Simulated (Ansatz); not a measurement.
Lattice dynamics at Γ of KBr (Fm-3m)

Perturbation theory with PBEsol in Ansatz on the PBEsol cell, ground state and force constants on a 6×6×6 mesh. Calculated for a static, non-magnetic cell.

The symmetry is Fm-3m (No. 225, cubic); a = 6.551 Å in the conventional setting, 35.15 Å³ an atom. Around K lie 6 Br at 3.28 Å; around Br lie 6 K at 3.28 Å.

```yaml
crystal:
  lattice:
    - [0.00000, 3.27568, 3.27568]
    - [3.27568, 0.00000, 3.27568]
    - [3.27568, 3.27568, 0.00000]
  atoms:
    - { symbol: K, position: [0.00000, 0.00000, 0.00000] }
    - { symbol: Br, position: [0.50000, 0.50000, 0.50000] }
```

Optical modes without the longitudinal term:
```tsv
ω (cm⁻¹)	degeneracy	IR intensity, summed over the level ((D/Å)²/amu)
111	3	3.32
```

The optical mode at Γ lies at 111 cm⁻¹ without the longitudinal term. With the long-range field the highest mode reaches 159 cm⁻¹.

The clamped-ion dielectric constant comes out as 2.62 in all directions. With the ions relaxed, ε⁰ is 5.3 in all directions. Born charges, averaged over directions: K +1.12, Br -1.12 e.

With one polar mode in a cubic crystal the Lyddane-Sachs-Teller relation applies: (ω_LO/ω_TO)² = (159.0/111.5)² = 2.034, and ε⁰/ε∞ = 5.322/2.616 = 2.034. The refractive index √ε∞ is 1.62.

For comparison, on the r2SCAN cell the mean ε∞ is 2.45 with r2SCAN (ground state on 6×6×6; least gap 5.07 eV), 2.55 with PBE (ground state on 6×6×6; least gap 4.43 eV).

Spin-orbit coupling is left out.
